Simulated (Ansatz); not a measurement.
# Ti₅Si: do energies and stresses tell the same story?

All numbers below come from DFT PBE, scalar-relativistic, plane waves, PAW (Ansatz).

Cutoff 420 eV; k points 12×12×12 on the computed 6-atom cell (Γ-centred); Gaussian smearing, width 0.10 eV; no spin polarisation.

Relaxed cell: R32, a = 5.048 Å, b = 5.048 Å, c = 13.315 Å, α = 90.00°, β = 90.00°, γ = 120.00°, 6 atoms in the primitive cell. Whether it is the stable form of this composition wasn't checked.

Energies at zero smearing and pressures from the stress tensor, at volumes with shape and atoms relaxed:
| V (Å³/atom) | E − E(first) (meV/atom) | P (GPa) |
| --- | --- | --- |
| 15.348 | 0.00 | 8.40 |
| 15.838 | -18.57 | 3.89 |
| 16.328 | -24.30 | -0.02 |
| 16.818 | -18.90 | -3.40 |
| 17.307 | -3.87 | -6.32 |

**Question.** Check P = −dE/dV between neighbouring volumes, and get the bulk modulus from the pressures alone.

**Answer.** With 1 eV/Å³ = 160.2 GPa:
```tsv
middle V (Å³/atom)	−ΔE/ΔV (GPa)	mean P (GPa)
15.593	6.073	6.144
16.083	1.875	1.939
16.573	-1.766	-1.707
17.062	-4.916	-4.860
```

The two differ by 0.07 GPa at most. The mean of two end pressures misses the average over a step by about ΔV² P″/12, up to 0.05 GPa here; with that taken off 0.02 GPa remains. Around V = 16.328 Å³/atom, the two neighbours give B = −V ΔP/ΔV = 16.328 × 7.29 / 0.980 = 121.5 GPa, against B0 = 121.1 GPa from the Birch–Murnaghan fit of the energies.